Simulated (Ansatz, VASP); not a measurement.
**Na in VASP and in Ansatz**

```
Na
1.0
     3.64920    0.00000    0.00000
    -1.82460    3.16030    0.00000
     0.00000    0.00000    6.55772
Na
2
Direct
  0.33333 0.66667 0.25000
  0.66667 0.33333 0.75000
```

Alike in both runs: task single point; functional LDA; k mesh 18 × 18 × 10; occupations gaussian, width 0.15 eV; no spin polarisation.

|  | VASP | Ansatz |
| --- | --- | --- |
| version | VASP 6.6.1 | Ansatz 0.2.0 |
| potentials or method | VASP PAW LDA potentials, release 64 (Na_pv) | scalar-relativistic, plane waves, PAW |
| plane-wave cutoff (eV) | 520 | 420 |
| valence electrons in the cell | 14 | 18 |

```tsv
	VASP	Ansatz	Ansatz less VASP
gap on the k mesh at the Fermi level (eV)	none	none	-
pressure (GPa)	-0.9	-0.9	+0.01
largest component of the traceless stress (GPa)	0.73	0.73	-0.002
```

A gap of «none» marks a metal or a gap that the smearing closes. The two sets of potentials don't hold the same shells in valence.
